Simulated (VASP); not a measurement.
# LiF: convergence, surface energy

LiF, slab, 20 atoms in the cell. PBE; PAW potentials F, Li_sv (PBE set). VASP 6.6.1.

Wanted: surface energy, atoms not relaxed within 0.02 J/m²; face levels within 0.04 eV.

Crystal: LiF, Fm-3m; Face: (1 1 0); Starting cell: bulk cell relaxed first with the same functional.

Face levels: vacuum level at each face, counted from the middle of the gap.

The series start from vacuum (Å): 12; k spacing (1/Å): 0.35; Smearing SIGMA (eV): 0.05; Cutoff ENCUT (eV): 650; SCF threshold EDIFF (eV): 1e-6; PREC: Accurate; LREAL: .FALSE.; ALGO: Normal; atomic planes: 6. Each series keeps the choices made before it, and each single choice may use up half of a tolerance. Times cover all steps of a run.

## Vacuum (Å)

| Vacuum (Å) | Surface energy, atoms not relaxed (J/m²) | Face levels, largest deviation (eV) | Time (s) |
|---|---|---|---|
| 5 | 0.852 | 0.204 | 74 |
| 7 | 0.860 | 0.127 | 80 |
| 9 | 0.861 | 0.069 | 90 |
| 12 | 0.861 | 0.019 | 118 |
| 15 | 0.861 | 0.003 | 118 |
| 20 (reference) | 0.861 | 0.000 | 187 |

Chosen: 12, the loosest value from which every tighter one stays within half of the tolerance.

## k spacing (1/Å)

| k spacing (1/Å) | Surface energy, atoms not relaxed (J/m²) | Face levels, largest deviation (eV) | Time (s) |
|---|---|---|---|
| 0.8 | 0.860 | 0.003 | 38 |
| 0.6 | 0.861 | 0.000 | 73 |
| 0.45 | 0.861 | 0.000 | 92 |
| 0.35 | 0.861 | 0.000 | 118 |
| 0.25 | 0.861 | 0.000 | 142 |
| 0.2 (reference) | 0.861 | 0.000 | 240 |

Chosen: 0.8.

## Smearing SIGMA (eV)

| Smearing SIGMA (eV) | Surface energy, atoms not relaxed (J/m²) | Face levels, largest deviation (eV) | Time (s) |
|---|---|---|---|
| 0.2 | 0.860 | 0.000 | 41 |
| 0.1 | 0.860 | 0.000 | 38 |
| 0.05 | 0.860 | 0.000 | 38 |
| 0.02 (reference) | 0.860 | 0.000 | 47 |

Chosen: 0.2.

## Cutoff ENCUT (eV)

| Cutoff ENCUT (eV) | Surface energy, atoms not relaxed (J/m²) | Face levels, largest deviation (eV) | Time (s) |
|---|---|---|---|
| 400 | 0.860 | 0.006 | 22 |
| 500 | 0.859 | 0.005 | 29 |
| 575 | 0.859 | 0.003 | 34 |
| 650 | 0.860 | 0.001 | 41 |
| 750 | 0.861 | 0.001 | 52 |
| 900 (reference) | 0.861 | 0.000 | 58 |

Chosen: 400.

## SCF threshold EDIFF (eV)

| SCF threshold EDIFF (eV) | Surface energy, atoms not relaxed (J/m²) | Face levels, largest deviation (eV) | Time (s) |
|---|---|---|---|
| 0.001 | 0.862 | 0.231 | 16 |
| 0.0001 | 0.860 | 0.015 | 18 |
| 1e-5 | 0.860 | 0.000 | 24 |
| 1e-6 | 0.860 | 0.000 | 22 |
| 1e-7 (reference) | 0.860 | 0.000 | 24 |

Chosen: 0.0001.

## PREC

| PREC | Surface energy, atoms not relaxed (J/m²) | Face levels, largest deviation (eV) | Time (s) |
|---|---|---|---|
| Accurate | 0.860 | 0.000 | 18 |
| Normal | 0.863 | 0.006 | 12 |

Chosen: Normal, the fastest of those that stay within half of the tolerance.

## LREAL

| LREAL | Surface energy, atoms not relaxed (J/m²) | Face levels, largest deviation (eV) | Time (s) |
|---|---|---|---|
| .FALSE. | 0.863 | 0.000 | 12 |
| Auto | 0.863 | 0.001 | 15 |

Chosen: .FALSE.; no other choice that stays within half of the tolerance saves 30 % of the time.

## ALGO

| ALGO | Surface energy, atoms not relaxed (J/m²) | Face levels, largest deviation (eV) | Time (s) |
|---|---|---|---|
| Normal | 0.863 | 0.000 | 12 |
| Fast | 0.863 | 0.002 | 12 |
| All | 0.863 | 0.007 | 15 |

Chosen: Normal.

## Atomic planes

| Atomic planes | Surface energy, atoms not relaxed (J/m²) | Face levels, largest deviation (eV) | Time (s) |
|---|---|---|---|
| 4 | 0.864 | 0.028 | 10 |
| 6 | 0.863 | 0.014 | 12 |
| 8 | 0.859 | 0.021 | 18 |
| 10 | 0.874 | 0.000 | 25 |
| 12 (reference) | 0.867 | 0.000 | 32 |

Chosen: 10.

The choices weren't compared together with a run at all the tightest settings, so their joint error isn't shown.

## The input

INCAR.step1:
```
PREC = Normal
ENCUT = 400
EDIFF = 1E-4
ISMEAR = 0
SIGMA = 0.2
LREAL = F
LASPH = T
ALGO = Normal
NELM = 120
LWAVE = F
LCHARG = F
GGA = PE
KPAR = 4
```

INCAR.step2, as INCAR.step1 but for:
```
- KPAR = 4
+ LVHAR = T
+ LVACPOTAV = T
+ LDIPOL = T
+ IDIPOL = 3
+ DIPOL = 0.5 0.5 0.5
```

KPOINTS.step1:
```
Automatic mesh
0
Gamma
  3 2 37
  0 0 0
```

KPOINTS.step2:
```
Automatic mesh
0
Gamma
  3 2 1
  0 0 0
```

POSCAR.step1:
```
LiF
1.0
    2.8654530564      0.0000000000      0.0000000000
    0.0000000000      4.0523625747      0.0000000000
    1.4327265282      2.0261812873      1.4327265282
F Li
1 1
Direct
    0.0000000000      0.5000000000      0.0000000000
    0.0000000000      0.0000000000      0.0000000000
```

POSCAR.step2:
```
LiF
1.0
    2.8654530564      0.0000000000      0.0000000000
    0.0000000000      4.0523625747      0.0000000000
    0.0000000000      0.0000000000     24.8945387519
F Li
10 10
Direct
    0.2500000000      0.7500000000      0.2410167170
    0.7500000000      0.2500000000      0.2985685576
    0.2500000000      0.7500000000      0.3561203983
    0.7500000000      0.2500000000      0.4136722390
    0.2500000000      0.7500000000      0.4712240797
    0.7500000000      0.2500000000      0.5287759203
    0.2500000000      0.7500000000      0.5863277610
    0.7500000000      0.2500000000      0.6438796017
    0.2500000000      0.7500000000      0.7014314424
    0.7500000000      0.2500000000      0.7589832830
    0.2500000000      0.2500000000      0.2410167170
    0.7500000000      0.7500000000      0.2985685576
    0.2500000000      0.2500000000      0.3561203983
    0.7500000000      0.7500000000      0.4136722390
    0.2500000000      0.2500000000      0.4712240797
    0.7500000000      0.7500000000      0.5287759203
    0.2500000000      0.2500000000      0.5863277610
    0.7500000000      0.7500000000      0.6438796017
    0.2500000000      0.2500000000      0.7014314424
    0.7500000000      0.7500000000      0.7589832830
```

Commands (each step's output is kept before the next begins):
```
cat potpaw_PBE.64/F/POTCAR potpaw_PBE.64/Li_sv/POTCAR > POTCAR
cp INCAR.step1 INCAR
cp KPOINTS.step1 KPOINTS
cp POSCAR.step1 POSCAR
mpirun -np 4 vasp_std > vasp.out
rm WAVECAR CHG
cp INCAR.step2 INCAR
cp KPOINTS.step2 KPOINTS
cp POSCAR.step2 POSCAR
mpirun -np 4 vasp_std > vasp.out
```

Limits: The face is cut as in the bulk; no reconstruction is tried; the atoms keep their starting positions, so the number serves for convergence, not as the relaxed result.

The chosen input took VASP 6.6.1 25 s on 4 cores (Intel Xeon Platinum 8375C @ 2.90GHz (Ice Lake)), a shared host.

## An input that fails: one k point in the plane

It runs to its end, but against the unchanged starting input it is off by 0.327 J/m² in the surface energy, atoms not relaxed, 0.111 eV in the face levels.

k mesh: 7 × 5 × 1 becomes 1 × 1 × 1; k-point spacing in the plane (1/Å): 0.35 becomes 9.

Changes against the starting input:
```
(step 2)
- KPAR = 4
```
